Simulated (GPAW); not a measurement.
## AlN: band structure with PBE

**What was measured.**

“Self-assembly of well-separated AlN nanowires directly on sputtered metallic TiN films”, 2019, arxiv:1910.07391 quotes, for a bulk crystal of AlN at 10 K: band gap 6.034 eV (an exciton energy, a little under the gap).

AlN:

```
CELL_PARAMETERS angstrom
3.11300 0.00000 0.00000
-1.55650 2.69594 0.00000
0.00000 0.00000 4.98100
ATOMIC_POSITIONS crystal
Al 0.66667 0.33333 0.50000
Al 0.33333 0.66667 0.00000
N 0.66667 0.33333 0.88000
N 0.33333 0.66667 0.38000
```

```json
{
 "Program": "GPAW 26.7.0",
 "Task": "band structure",
 "Functional": "PBE",
 "Potentials or basis": "GPAW PAW data sets (gpaw-data 1.2.1)",
 "Basis": "lcao:dzp",
 "Grid spacing": "0.2 Å",
 "k mesh": "7 × 7 × 4",
 "Occupations": "fermi-dirac, width 0.05 eV",
 "Spin": "no spin polarisation",
 "Maxiter": "150",
 "Band path": "GMKGALHA,LM,KH",
 "Band points": "80"
}
```

The band gap on the k mesh is 4.17 eV, direct and the band gap along the path is 4.17 eV, direct.

Levels at the corners of the path, in eV from the valence-band top:
```csv
point,band 6,band 7,band 8,band 9,band 10,band 11
Γ,-0.21,-0.20,0.00,4.17,6.58,10.89
M,-2.20,-1.89,-0.75,5.76,5.78,8.21
K,-2.53,-2.50,-2.50,5.03,8.39,9.77
Γ,-0.21,-0.20,0.00,4.17,6.58,10.89
A,-0.60,-0.59,-0.59,6.45,6.45,10.53
L,-1.56,-1.44,-1.44,5.26,5.26,9.33
H,-3.98,-0.88,-0.88,7.44,7.44,7.81
A,-0.60,-0.59,-0.59,6.45,6.45,10.53
L,-1.56,-1.44,-1.44,5.26,5.26,9.33
M,-2.20,-1.89,-0.75,5.76,5.78,8.21
K,-2.53,-2.50,-2.50,5.03,8.39,9.77
H,-3.98,-0.88,-0.88,7.44,7.44,7.81
```

It took 2.1 min on 1 thread of Intel(R) Xeon(R) 6975P-C (Granite Rapids), with other jobs on the host, peak memory 0.21 GiB.

A measured gap of AlN is 6.034 eV (an exciton energy, a little under the gap; 10 K; quoted in “Self-assembly of well-separated AlN nanowires directly on sputtered metallic TiN films”, 2019, arxiv:1910.07391); the calculated 4.17 eV misses it by -1.87 eV. 2 values of this kind are on record (6.034 to 6.0343 eV); this one was drawn at random. The value is that of PBE in an atomic basis (GPAW PAW data sets (gpaw-data 1.2.1), lcao:dzp), whose error adds to the functional's,, without temperature or zero-point motion. Semilocal functionals fall short of measured gaps as a rule.

Caveat: the basis of atomic orbitals isn't converged, which shifts pressures, moduli and gaps.
